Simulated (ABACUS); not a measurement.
# Al in ABACUS: the effect of dispersion

The system is Al.

```xyz
1
Lattice="-0.0206 1.9837 2.0574 2.0159 0.0100 2.0267 2.0729 2.0101 -0.0470" Properties=species:S:1:pos:R:3 pbc="T T T"
Al    0.0000    0.0000    0.0000
```

The cell isn't the ideal one: volume scaled by 1.02.

Alike in all runs:

```yaml
Program: ABACUS 3.10.1
Task: equation of state
Functional: PBEsol
Potentials_or_basis: PseudoDojo NC SR 0.4.1 PBE standard
Cutoff: 1361 eV
Density_cutoff: 5442 eV
Basis: DZP LCAO (the cutoffs set its grid)
k_mesh: 8 × 8 × 8
Occupations: fermi-dirac, width 0.05 eV
Spin: no spin polarisation
```

```csv
dispersion,pressure (GPa)
none,?
D3,-3.9
D3(BJ),-5.4
```

Task: What does the run with dispersion none give?

Result: Pressure -2.4 GPa.

Caveats: the atomic orbitals were generated for these runs and aren't a published set; the potentials were made for another functional, which shifts forces and pressure; the basis of atomic orbitals isn't converged, which shifts pressures, moduli and gaps; pairwise dispersion overbinds metals, which lowers pressure and volume (some runs).
